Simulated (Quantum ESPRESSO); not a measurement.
Input of a Quantum ESPRESSO 7.5 run:

pw.in

```
&CONTROL
  calculation = 'scf'
  prefix = 'pwscf'
  outdir = './tmp'
  pseudo_dir = './pseudo'
  tprnfor = .true.
  tstress = .true.
  disk_io = 'nowf'
/
&SYSTEM
  ibrav = 0
  nat = 2
  ntyp = 2
  ecutwfc = 104
  nbnd = 21
  input_dft = 'rpbe'
  occupations = 'smearing'
  smearing = 'gaussian'
  degauss = 0.00367493
  nspin = 2
  starting_magnetization(1) = 0.1765
  starting_magnetization(2) = 0
/
&ELECTRONS
  conv_thr = 8d-08
  electron_maxstep = 100
  mixing_beta = 0.7
  mixing_ndim = 20
/
ATOMIC_SPECIES
Co    58.9332 Co.upf
O     15.9990 O.upf
CELL_PARAMETERS angstrom
   0.0000000000    2.3436418400    2.3436418400
   2.3436418400    0.0000000000    2.3436418400
   2.3436418400    2.3436418400    0.0000000000
ATOMIC_POSITIONS crystal
Co     0.0000000000    0.0000000000    0.0000000000
O      0.2500000000    0.2500000000    0.2500000000
K_POINTS automatic
7 7 7 0 0 0
HUBBARD {ortho-atomic}
U Co-3d 2.0
```

Potentials or basis: PseudoDojo 0.4 SR PBEsol stringent.

Launch:

```console
$ OMP_NUM_THREADS=1 mpirun -n 2 pw.x -nk 2 -in pw.in > pw.out
```

**Question.** What does it give for the net moment?

**Answer.** 3.00 μB per cell.

**Question.** Predict the absolute moment.

**Answer.** 3.00 μB per cell.

**Question.** What does it give for the site moments?

**Answer.** Co +2.48; O +0.23 μB.

**Question.** Predict the pressure.

**Answer.** -1.8 GPa.

Eigenvalues of the final occupation matrices:
```tsv
site	spin	trace	eigenvalues
Co 1 3d	1	4.98	0.99 0.99 0.99 1.00 1.00
Co 1 3d	2	2.34	0.13 0.13 0.13 0.98 0.98
```

Caveat: the potentials were made for another functional, which shifts forces and pressure; an odd mesh through Γ misses points on the zone boundary, where band edges often lie; a cell with one magnetic atom can't hold antiferromagnetic order, which such compounds often take. The state reached can hang on the start; a lower one may exist.
